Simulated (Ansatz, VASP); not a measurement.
This is a calculation of PbS for VASP 6.6.1.

INCAR

```
SYSTEM = PbS
  PREC = Accurate
  ENCUT = 520
  EDIFF = 1E-7
  ISMEAR = -1
  SIGMA = 0.05
  LREAL = .False.
  LASPH = .True.
  NELM = 60
  ALGO = Normal
  ISIF = 2
  LWAVE = .False.
  LCHARG = .False.
  GGA = PE
  NBANDS = 17
```

File KPOINTS:

```
regular mesh
0
Gamma
  8 8 8
  0 0 0
```

File POSCAR:

```
PbS
1.0
    2.1126617058      1.2197458045      3.4519162518
   -2.1126617058      1.2197458045      3.4519162518
    0.0000000000     -2.4394916091      3.4519162518
Pb S
1 1
Direct
    0.9889180000      0.9767410000      0.9842380000
    0.4903730000      0.4763620000      0.4686870000
```

Potentials or basis: VASP PAW PBE potentials, release 64 (Pb_d, S).

Launch:

```sh
$ cat potpaw_PBE.64/Pb_d/POTCAR potpaw_PBE.64/S/POTCAR > POTCAR
$ mpirun -np 1 vasp_std > vasp.out
```

Task: Set up the same calculation for Ansatz 0.2.0. Potentials there: all-electron LAPW, scalar-relativistic.

Result: As run (the cutoff follows the program's own potentials):

File input.yaml:

```yaml
crystal:
  lattice:
    - [2.1126617058, 1.2197458045, 3.4519162518]
    - [-2.1126617058, 1.2197458045, 3.4519162518]
    - [0.0, -2.4394916091, 3.4519162518]
  atoms:
    - { symbol: Pb, position: [0.988918, 0.976741, 0.984238] }
    - { symbol: S, position: [0.490373, 0.476362, 0.468687] }
kpoints:
  mp_grid: { grid: [8, 8, 8] }
scf:
  occupations: { method: fermi_dirac, width: 0.05 }
hamiltonian:
  xc: pbe
  pseudopotentials: { kind: all_electron, lapw: { basis_error: 0.001 } }
output:
  forces: true
  stress: true
  eigenvalues: true
  populations: true
```

Potentials or basis: all-electron LAPW, scalar-relativistic.

Run with:

```console
$ ansatz run input.yaml --threads 1 --pin off --max-ram 3072MiB --backend cpu --events-out ev --progress --plain --runs-dir out
```

Both were run:

|  | VASP | Ansatz | Ansatz less VASP |
| --- | --- | --- | --- |
| gap on the k mesh at the Fermi level (eV) | 0.45 | 0.45 | -0.008 |
| least direct gap on the mesh (eV) | 0.45 | 0.45 | -0.008 |
| pressure (GPa) | 0.9 | 0.9 | +0.08 |
| rms of the force components (eV/Å) | 0.013 | 0.012 | -0.0003 |

Atom by atom the forces differ by 0.000 eV/Å (rms over components). Ansatz ran all-electron here, so the differences hold the error of VASP's frozen core and of both bases.

Caveats: spin-orbit coupling is left out, which as a rule narrows the gap of such compounds by several tenths of an eV.
